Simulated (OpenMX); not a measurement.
BaTiO3:

```
Ba Ti O
1.0
     2.82737    1.63238    2.31839
    -2.82737    1.63238    2.31839
     0.00000   -3.26476    2.31839
Ba Ti O
1 1 3
Direct
  0.00000 0.00000 0.00000
  0.48450 0.48450 0.48450
  0.50860 0.01750 0.50860
  0.01750 0.50860 0.50860
  0.50860 0.50860 0.01750
```

Base run:

| Property | Result |
| --- | --- |
| Program | OpenMX 3.8.5 |
| Functional | PBE |
| Potentials or basis | OpenMX 2013 PBE set, Ba10.0-s3p2d2, Ti7.0-s3p2d2, O6.0-s2p2d1, grid cutoff 400 Ry |
| k mesh | 5 × 5 × 5 |
| Occupations | fermi-dirac, width 0.05 eV |
| Spin | no spin polarisation |

Its results: band gap on the k mesh 2.24 eV, indirect (least direct gap 2.66 eV); pressure 6.7 GPa; largest force 0.265 eV/Å.

Problem. The run is repeated on the same cell with these changes: functional from PBE to LDA; potentials or basis from OpenMX 2013 PBE set, Ba10.0-s3p2d2, Ti7.0-s3p2d2, O6.0-s2p2d1, grid cutoff 400 Ry to OpenMX 2013 LDA set, Ba10.0-s3p2d2, Ti7.0-s3p2d2, O6.0-s2p2d1, grid cutoff 400 Ry. What comes out?

Solution. Band gap on the k mesh 2.17 eV, indirect (least direct gap 2.59 eV); pressure -3.8 GPa; largest force 0.193 eV/Å.

Caveats: spin-orbit coupling is left out, which moves the levels of the heavy elements; the mesh misses the band edges, which the band path finds closer together; the basis of atomic orbitals isn't converged, which shifts pressures, moduli and gaps.
